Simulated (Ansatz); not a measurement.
# Ga3N: a trial structure relaxed

Where does Ga3N go from the start given, anti-ReO3 type (Pm-3m, No. 221)?

Computed with Ansatz 0.2.0 (DFT PBE, scalar-relativistic, plane waves, PAW, unless a step's input says otherwise).

1 further run of the same task is left out (set aside as unsound or not needed).

### Step 1. The structure to begin with

The structure is cubic, space group Pm-3m (No. 221). The conventional cell has a = 4.227 Å, b = 4.227 Å, c = 4.227 Å, α = 90.00°, β = 90.00°, γ = 90.00°. Ga (site symmetry 4/mmm) has 2 N at 2.11 Å as nearest neighbours. N (site symmetry m-3m) has 6 Ga at 2.11 Å as nearest neighbours.

Structure file:

```xyz
4
Lattice="4.2267 0.0000 0.0000 0.0000 4.2267 0.0000 0.0000 0.0000 4.2267" Properties=species:S:1:pos:R:3 pbc="T T T"
Ga    2.1133    0.0000    0.0000
Ga    0.0000    2.1133    0.0000
Ga    0.0000    0.0000    2.1133
N     0.0000    0.0000    0.0000
```

(A quick probe on a coarse mesh, which set the mesh and smearing, is not shown.)

### Step 3. Rough relaxation on the coarse mesh

input.yaml

```yaml
crystal:
  lattice:
    - [4.2266666887, 0.0, 0.0]
    - [0.0, 4.2266666887, 0.0]
    - [0.0, 0.0, 4.2266666887]
  atoms:
    - { symbol: Ga, position: [0.5, 0.0, 0.0] }
    - { symbol: Ga, position: [0.0, 0.5, 0.0] }
    - { symbol: Ga, position: [0.0, 0.0, 0.5] }
    - { symbol: "N", position: [0.0, 0.0, 0.0] }
basis:
  ecutwfc: 420
kpoints:
  mp_grid: { grid: [4, 4, 4] }
hamiltonian:
  xc: pbe
scf:
  occupations: { method: gaussian, width: 0.1 }
  lower_state_search: "off"
output:
  forces: true
  stress: true
  eigenvalues: true
relax:
  adjacent_minimum: "off"
  f_tol: 0.04
  max_steps: 70
  cell: { stress_tol: 0.4 }
```

Launch:

```sh
$ ansatz run input.yaml --threads 1 --pin off --max-ram 2560MiB --backend cpu --events-out ev --progress --plain --runs-dir out
```

Further runs follow: the relaxation.

What does the calculation give?

The runs gave:

Formation energies count from the elements, computed with the same settings in runs not shown here.

```
                          quantity                                                                      value
                              cell  a = 4.370 Å, b = 4.370 Å, c = 4.370 Å, α = 90.00°, β = 90.00°, γ = 90.00°
                       space group                                                            Pm-3m (No. 221)
                            volume                                                              20.87 Å³/atom
                   gap on the mesh                                                               none (metal)
formation energy from the elements                                                             +0.816 eV/atom
```

In words: The space group stayed Pm-3m, and from the first guess the volume went from 18.88 to 20.87 Å³/atom. The formation energy of +0.82 eV/atom is positive, so the elements lie lower than this structure; another structure of the compound can lie lower. The final runs have no spin polarisation, so no magnetic state was tried and one may lie lower.
